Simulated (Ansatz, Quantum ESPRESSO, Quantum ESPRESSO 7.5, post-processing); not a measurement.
## LiF(001): dielectric constant from slabs in a field

Wanted: electronic and ionic screening from finite-field slabs, the first being LiF(001), 5 layers.

Program: Quantum ESPRESSO 7.5. Level of theory: plane-wave DFT, PBE, GBRV ultrasoft pseudopotentials (geometry by Ansatz 0.2.0 with PAW datasets; geometry under PBE). Results are calculated unless marked as measured.

Most raw output is cut from this account.

### 1. Set-up

The cell holds 10 atoms: 5 Li and 5 F. Its edges and angles: a = 2.878 Å, b = 2.878 Å, c = 24.140 Å, α = 90.0°, β = 90.0°, γ = 90.0°. It derives from LiF. Vacuum lies along c.

### 2. Relaxation with Ansatz, 5 layers

The geometry comes first, from a plane-wave PAW code, so that the later runs on this slab share one structure.

Input file input.yaml:

```yaml
crystal:
  lattice:
    - [2.8779245994, 0.0, 0.0]
    - [0.0, 2.8779245994, 0.0]
    - [0.0, 0.0, 24.14]
  atoms:
    - { symbol: Li, position: [0.0, 0.0, 0.3314001657] }
    - { symbol: F, position: [0.5, 0.5, 0.3314001657] }
    - { symbol: Li, position: [0.5, 0.5, 0.4157000829] }
    - { symbol: F, position: [0.0, 0.0, 0.4157000829] }
    - { symbol: Li, position: [0.0, 0.0, 0.5] }
    - { symbol: F, position: [0.5, 0.5, 0.5] }
    - { symbol: Li, position: [0.5, 0.5, 0.5842999171] }
    - { symbol: F, position: [0.0, 0.0, 0.5842999171] }
    - { symbol: Li, position: [0.0, 0.0, 0.6685998343] }
    - { symbol: F, position: [0.5, 0.5, 0.6685998343] }
kpoints:
  mp_grid: { grid: [8, 8, 1] }
hamiltonian:
  xc: pbe
scf:
  occupations: { method: fixed }
  convergence: { dr2_threshold: 1.0e-09 }
efield:
  axis: 3
  dipole_correction: true
  ramp_position: 0.97
  ramp_width: 0.04
relax:
  f_tol: 0.003
output:
  write_potential: true
  write_density: true
  volumetric_format: npy
```

Started as:

```console
$ ansatz run input.yaml --threads 4 --pin off --max-ram 8192MiB --backend cpu --events-out ev --progress --plain --runs-dir out
```

Wall time 8.5 s (4 threads of Arm Neoverse V2, shared host); peak memory 0.47 GiB; 33 s of CPU time.

The steps of the relaxation:

```
step  energy less that of the first step (eV)  largest force component (eV/Å)
   1                                   0.0000                          0.3227
   2                                  -0.0198                          0.0884
   3                                  -0.0215                          0.0371
   4                                  -0.0220                          0.0079
   5                                  -0.0220                          0.0005
```

The atoms that moved most (Å):

```
atom     dx     dy      dz  length
 Li9  0.000  0.000  -0.054   0.054
 Li1  0.000  0.000   0.054   0.054
 F10  0.000  0.000   0.014   0.014
  F2  0.000  0.000  -0.014   0.014
 Li3  0.000  0.000  -0.008   0.008
 Li7  0.000  0.000   0.008   0.008
```

The relaxation lowers the energy by 2 meV an atom.

Numbers from this step:

* free energy: -5080.5464 eV
* gap by band count: 6.840 eV
* symmetry operations: 8
* dipole along the normal: 1.55e-6 e·Å
* valence top, on the run's zero: -4.066 eV
* vacuum level at the upper face over the valence top of the mesh: 7.662 eV
* vacuum level at the lower face over the valence top of the mesh: 7.662 eV

### 3. Ground state, 5 layers: no field

The slab without a field is the reference for all differences.

Level of this step: plane-wave DFT, PBE, GBRV ultrasoft pseudopotentials (Quantum ESPRESSO 7.5).

Input file n5.f0.in:

```
&control
  prefix = 'n5.f0'
  outdir = './out'
  pseudo_dir = './pseudo'
  calculation = 'scf'
  tprnfor = .true.
  tefield = .true.
  dipfield = .true.
/
&system
  ibrav = 0
  nat = 10
  ntyp = 2
  ecutwfc = 40
  ecutrho = 200
  occupations = 'fixed'
  edir = 3
  emaxpos = 0.97
  eopreg = 0.04
  eamp = 0.0
/
&electrons
  conv_thr = 1e-10
  mixing_beta = 0.5
  electron_maxstep = 120
/
ATOMIC_SPECIES
  Li  6.9400  li_pbe_v1.4.uspp.F.UPF
  F   18.9984  f_pbe_v1.4.uspp.F.UPF
CELL_PARAMETERS angstrom
  2.87792459940000 0.00000000000000 0.00000000000000
  0.00000000000000 2.87792459940000 0.00000000000000
  0.00000000000000 0.00000000000000 24.14000000000000
ATOMIC_POSITIONS crystal
  Li  -0.000000000000 0.000000000000 0.333648074731
  F   0.500000000000 0.500000000000 0.330800501040
  Li  0.500000000000 0.500000000000 0.415377996905
  F   -0.000000000000 0.000000000000 0.415887482299
  Li  0.000000000000 0.000000000000 0.499999995967
  F   0.500000000000 0.500000000000 0.500000003334
  Li  0.500000000000 0.500000000000 0.584621995098
  F   -0.000000000000 0.000000000000 0.584112523338
  Li  0.000000000000 0.000000000000 0.666351917658
  F   0.500000000000 0.500000000000 0.669199509628
K_POINTS automatic
  8 8 1 0 0 0
```

Started as:

```console
$ OMP_NUM_THREADS=1 mpirun -n 4 pw.x -nk 4 -in n5.f0.in > n5.f0.out
```

Run time: 28 s. Hardware: 4 MPI ranks; peak memory 0.45 GiB.

Read from the output:

```
free energy                    : -4310.3016 eV
dipole along the normal        : 0 e·Å
valence top, on the run's zero : -4.122 eV
```

The run needed 13 iterations to bring the estimated error under 1e-10 Ry; the largest force on any atom, held or free, is 0.01 eV/Å.

### 4. Electrostatic potential, 5 layers

The vacuum level is read from the electrostatic potential (plot_num = 11), averaged over planes.

Input file n5.f0.pot.in:

```
&inputpp
  prefix = 'n5.f0'
  outdir = './out'
  filplot = 'n5.f0.pot.dat'
  plot_num = 11
/
```

Started as:

```console
$ OMP_NUM_THREADS=1 mpirun -n 4 pp.x -in n5.f0.pot.in > n5.f0.pot.out
```

It took 0.76 s on 4 MPI ranks; peak memory 0.09 GiB.

Numbers from this step:

```
slope of the potential above                                          : 6.66e-6 eV/Å
upper vacuum line continued to the top atoms, over the valence top    : 7.668 eV
slope of the potential below                                          : -1.99e-5 eV/Å
lower vacuum line continued to the bottom atoms, over the valence top : 7.668 eV
vacuum level at the upper face over the valence top of the mesh       : 7.668 eV
vacuum level at the lower face over the valence top of the mesh       : 7.668 eV
```

Electrostatic potential energy of an electron, with the sawtooth; zero at the highest filled level of the SCF mesh. Potential energy, planar mean against z:

z (Å), potential energy, planar mean (eV) and a bar from the least value:
```
      0.0       7.67 ##############################
      0.5       7.67 ##############################
      1.0       7.67 ##############################
      1.5       7.67 ##############################
      2.0       7.67 ##############################
      2.5       7.67 ##############################
      3.0       7.67 ##############################
      3.5       7.67 ##############################
      4.0       7.67 ##############################
      4.5       7.67 ##############################
      5.0       7.67 ##############################
      5.5       7.66 ##############################
      6.0       7.64 ##############################
      6.5       7.53 ##############################
      7.0       6.90 ############################
      7.5       2.80 ###################
      8.0      -5.08 
      8.5       2.27 #################
      9.0       5.74 ##########################
      9.5       2.90 ###################
     10.0      -5.25 
     10.5       1.65 ################
     11.0       5.86 ##########################
     11.5       3.49 ####################
     12.0      -5.05 
     12.5       0.98 ##############
     13.0       5.82 ##########################
     13.5       3.90 #####################
     14.0      -4.87 #
     14.5       0.20 #############
     15.0       5.63 #########################
     15.5       4.14 ######################
     16.0      -4.20 ##
     16.5      -0.20 ############
     17.0       6.42 ###########################
     17.5       7.44 #############################
     18.0       7.63 ##############################
     18.5       7.66 ##############################
     19.0       7.67 ##############################
     19.5       7.67 ##############################
     20.0       7.67 ##############################
     20.5       7.67 ##############################
     21.0       7.67 ##############################
     21.5       7.67 ##############################
     22.0       7.67 ##############################
     22.5       7.67 ##############################
     23.0       7.67 ##############################
     23.5       7.67 ##############################
     24.0       7.67 ##############################
```

The vacuum is flat to 0.1 meV/Å, so its level is well defined. Inside the slab the curve depends on the local part of the pseudopotentials; only the vacuum level has a meaning of its own.

### 5. SCF with pw.x, 5 layers: field 0.1 V/Å

With the ions clamped, only the electrons screen the field of 0.1 V/Å.

n5.f1.in is the input of step 3 with these lines changed:

```diff
@@ -1,3 +1,3 @@
 &control
-  prefix = 'n5.f0'
+  prefix = 'n5.f1'
   outdir = './out'
@@ -19,3 +19,3 @@
   eopreg = 0.04
-  eamp = 0.0
+  eamp = 0.00194469
 /
```

Started as:

```console
$ OMP_NUM_THREADS=1 mpirun -n 4 pw.x -nk 4 -in n5.f1.in > n5.f1.out
```

The job ended after 29 s (4 MPI ranks; peak memory 0.44 GiB; 1.9 min of CPU time).

Numbers from this step:

* free energy: -4310.3028 eV
* dipole along the normal: 0.02527 e·Å
* valence top, on the run's zero: -3.905 eV

### 6. Electrostatic potential, 5 layers

Input file n5.f1.pot.in:

```
&inputpp
  prefix = 'n5.f1'
  outdir = './out'
  filplot = 'n5.f1.pot.dat'
  plot_num = 11
/
```

Started as:

```console
$ OMP_NUM_THREADS=1 mpirun -n 4 pp.x -in n5.f1.pot.in > n5.f1.pot.out
```

Elapsed: 0.75 s, on 4 MPI ranks; peak memory 0.1 GiB; 2.6 s of CPU time.

Read from the output:

```
slope of the potential above                                          : 0.1000 eV/Å
upper vacuum line continued to the top atoms, over the valence top    : 7.603 eV
slope of the potential below                                          : 0.09998 eV/Å
lower vacuum line continued to the bottom atoms, over the valence top : 7.338 eV
```

The slope in the vacuum is 0.100 eV/Å for an applied 0.10 V/Å, as it should be.

Each curve counts from the valence top of its own run.

The potential energy (potential at 0.0 V/Å) oscillates, so the rows of the table below give means over windows of 2.01 Å about each position, cut where the curve ends. Its maxima inside the range that stand out by 2 % of the span (Å: eV): 9.1: 5.77, 11.1: 5.92, 13.1: 5.92, 15.1: 5.77. Its minima: 8.0: -5.10, 10.1: -5.45, 12.1: -5.41, 14.1: -5.45, 16.1: -5.10.

The runs together. Table of potential energy by z; means over each step:

```
z (Å)  potential at 0.0 V/Å (eV)  potential at 0.1 V/Å (eV)
 1.00                       7.67                       6.67
 3.01                       7.67                       6.84
 5.02                       7.66                       7.04
 7.03                       4.35                       3.90
 9.04                       1.39                       1.04
11.05                       1.41                       1.16
13.06                       1.41                       1.26
15.07                       1.38                       1.33
17.08                       4.22                       4.27
19.09                       7.66                       7.89
21.10                       7.67                       8.10
23.11                       7.67                       8.10
```

### 7. Clamped-ion dielectric constant from the field inside the slab, 5 layers

Read from the output:

| Quantity | Value |
| --- | --- |
| change of slope in the vacuum | 0.10000 eV/Å |
| polarisability a cell | 3.640 Å³ |
| sheet polarisability 4πα/A | 5.522 Å |
| change of slope inside | 0.04899 eV/Å |
| dielectric constant | 2.041 |

Running mean over one layer period, set to zero at the slab's centre. Change of the potential energy, second field less first against z:

```
z (Å)  change of the potential energy, second field less first (eV)
    0                                                        -0.221
    1                                                        -0.799
    2                                                        -0.731
    3                                                        -0.631
    4                                                        -0.531
    5                                                        -0.431
    6                                                        -0.334
    7                                                        -0.252
    8                                                        -0.197
    9                                                        -0.150
   10                                                        -0.102
   11                                                       -0.0524
   12                                                      -0.00343
   13                                                        0.0456
   14                                                        0.0947
   15                                                         0.143
   16                                                         0.190
   17                                                         0.243
   18                                                         0.322
   19                                                         0.418
   20                                                         0.517
   21                                                         0.617
   22                                                         0.717
   23                                                         0.644
   24                                                        -0.107
```

ε = 0.1000 / 0.0490 = 2.04.

### 8. Relaxing the ions, 5 layers: ions relaxed in a field of 0.0 V/Å

For the ionic share, the slab is first relaxed tightly without a field, by the same code.

n5.r0.in is the input of step 5 with these lines changed:

```diff
@@ -1,9 +1,11 @@
 &control
-  prefix = 'n5.f1'
+  prefix = 'n5.r0'
   outdir = './out'
   pseudo_dir = './pseudo'
-  calculation = 'scf'
-  tprnfor = .true.
+  nstep = 30
+  forc_conv_thr = 5e-05
+  calculation = 'relax'
   tefield = .true.
   dipfield = .true.
+  etot_conv_thr = 1e-07
 /
@@ -19,3 +21,3 @@
   eopreg = 0.04
-  eamp = 0.00194469
+  eamp = 0.0
 /
@@ -25,2 +27,4 @@
   electron_maxstep = 120
+/
+&ions
 /
```

Started as:

```console
$ OMP_NUM_THREADS=1 mpirun -n 4 pw.x -nk 4 -in n5.r0.in > n5.r0.out
```

The job ended after 4.3 min (4 MPI ranks; peak memory 0.44 GiB; 17 min of CPU time).

Step by step:

```
step  energy less that of the first step (eV)  largest force (eV/Å)
   1                                   0.0000                0.0089
   2                                   0.0000                0.0079
   3                                   0.0000                0.0068
   4                                   0.0000                0.0053
   5                                   0.0000                0.0035
   6                                   0.0000                0.0056
   7                                   0.0000                0.0084
   8                                   0.0000                0.0096
   9                                  -0.0001                0.0099
  10                                  -0.0001                0.0090
  11                                  -0.0001                0.0058
  12                                  -0.0001                0.0039
  13                                  -0.0001                0.0029
  14                                  -0.0001                0.0022
  15                                  -0.0001                0.0020
  16                                  -0.0001                0.0013
  17                                  -0.0001                0.0011
```

The relaxed structure:

```xyz
10
Lattice="2.8779 0.0000 0.0000 0.0000 2.8779 0.0000 0.0000 0.0000 24.1400" Properties=species:S:1:pos:R:3
Li    0.0000    0.0000    8.0603
F     1.4390    1.4390    7.9926
Li    1.4390    1.4390   10.0322
F     0.0000    0.0000   10.0440
Li    0.0000    0.0000   12.0700
F     1.4390    1.4390   12.0700
Li    1.4390    1.4390   14.1078
F     0.0000    0.0000   14.0960
Li    0.0000    0.0000   16.0797
F     1.4390    1.4390   16.1474
```

Read from the output:

* free energy: -4310.3017 eV
* dipole along the normal: 0 e·Å
* valence top, on the run's zero: -4.121 eV

### 9. Electrostatic potential, 5 layers

Input file n5.r0.pot.in:

```
&inputpp
  prefix = 'n5.r0'
  outdir = './out'
  filplot = 'n5.r0.pot.dat'
  plot_num = 11
/
```

Started as:

```console
$ OMP_NUM_THREADS=1 mpirun -n 4 pp.x -in n5.r0.pot.in > n5.r0.pot.out
```

Elapsed: 0.75 s, on 4 MPI ranks; peak memory 0.1 GiB; 2.7 s of CPU time.

This step gave:

| Item | Value |
| --- | --- |
| slope of the potential above | 9.01e-6 eV/Å |
| upper vacuum line continued to the top atoms, over the valence top | 7.664 eV |
| slope of the potential below | -2.04e-5 eV/Å |
| lower vacuum line continued to the bottom atoms, over the valence top | 7.664 eV |
| vacuum level at the upper face over the valence top of the mesh | 7.664 eV |
| vacuum level at the lower face over the valence top of the mesh | 7.664 eV |

### 10. Relaxing the ions, 5 layers: ions relaxed in a field of 0.1 V/Å

Then it is relaxed in the field: cations and anions move against each other.

n5.r1.in is the input of step 8 with these lines changed:

```diff
@@ -1,3 +1,3 @@
 &control
-  prefix = 'n5.r0'
+  prefix = 'n5.r1'
   outdir = './out'
@@ -21,3 +21,3 @@
   eopreg = 0.04
-  eamp = 0.0
+  eamp = 0.00194469
 /
```

Started as:

```console
$ OMP_NUM_THREADS=1 mpirun -n 4 pw.x -nk 4 -in n5.r1.in > n5.r1.out
```

It took 5.7 min on 4 MPI ranks; peak memory 0.45 GiB; 23 min of CPU time.

Numbers from this step:

```
free energy                    : -4310.3039 eV
dipole along the normal        : 0.04468 e·Å
valence top, on the run's zero : -4.077 eV
```

Against the field-free geometry the cations move by +0.0038 Å and the anions by -0.0038 Å along the field, on average.

### 11. Potential by pp.x, 5 layers

Input file n5.r1.pot.in:

```
&inputpp
  prefix = 'n5.r1'
  outdir = './out'
  filplot = 'n5.r1.pot.dat'
  plot_num = 11
/
```

Started as:

```console
$ OMP_NUM_THREADS=1 mpirun -n 4 pp.x -in n5.r1.pot.in > n5.r1.pot.out
```

Wall time 0.75 s (4 MPI ranks); peak memory 0.1 GiB; 2.7 s of CPU time.

Read from the output:

```
slope of the potential above                                          : 0.1000 eV/Å
upper vacuum line continued to the top atoms, over the valence top    : 7.554 eV
slope of the potential below                                          : 0.09998 eV/Å
lower vacuum line continued to the bottom atoms, over the valence top : 7.715 eV
```

The slope in the vacuum is 0.100 eV/Å for an applied 0.10 V/Å, as it should be.

### 12. Relaxed-ion response of the slab in a field, 5 layers

Read from the output:

```
polarisability a cell      : 6.434 Å³
sheet polarisability 4πα/A : 9.761 Å
change of slope inside     : 0.01045 eV/Å
dielectric constant        : 9.573
```

Running mean over one layer period, set to zero at the slab's centre. The change of the potential energy, second field less first by z:

z (Å), change of the potential energy, second field less first (eV) and a bar from the least value:
```
      0.0     -0.169 ###########
      0.5     -0.455 ####
      1.0     -0.592 
      1.5     -0.567 #
      2.0     -0.517 ##
      2.5     -0.467 ###
      3.0     -0.417 #####
      3.5     -0.367 ######
      4.0     -0.317 #######
      4.5     -0.267 #########
      5.0     -0.217 ##########
      5.5     -0.168 ###########
      6.0     -0.121 ############
      6.5     -0.084 #############
      7.0     -0.068 ##############
      7.5     -0.037 ###############
      8.0     -0.029 ###############
      8.5     -0.025 ###############
      9.0     -0.018 ###############
      9.5     -0.023 ###############
     10.0     -0.021 ###############
     10.5     -0.016 ###############
     11.0     -0.010 ###############
     11.5     -0.005 ###############
     12.0     -0.001 ################
     12.5      0.004 ################
     13.0      0.011 ################
     13.5      0.016 ################
     14.0      0.021 ################
     14.5      0.026 ################
     15.0      0.021 ################
     15.5      0.026 ################
     16.0      0.032 ################
     16.5      0.036 ################
     17.0      0.061 #################
     17.5      0.082 ##################
     18.0      0.112 ##################
     18.5      0.158 ####################
     19.0      0.207 #####################
     19.5      0.257 ######################
     20.0      0.307 ########################
     20.5      0.357 #########################
     21.0      0.407 ##########################
     21.5      0.457 ############################
     22.0      0.507 #############################
     22.5      0.552 ##############################
     23.0      0.473 ############################
     23.5      0.219 #####################
     24.0     -0.084 #############
```

With free ions the inner slope is small and wavy, so this ratio hangs on the window of the fit and is not taken as the result.

ε = 0.1000 / 0.0104 = 9.57.

[end of part 1 of 2]

[Logs are printed without paths, hosts, clocks, repeated set-up lines and the standing remarks that a program may print on its own settings, such as how far it seeks lower states.]

[Hosts, paths, dates, database ids (printed as entryN), source tags and the programs' standing remarks are cut or masked in the printed files.]

[Maps of the electrostatic potential energy from Ansatz leave out the sawtooth potential of an applied field or a dipole correction, so their vacuum need not be flat; planar profiles and work functions include it.]
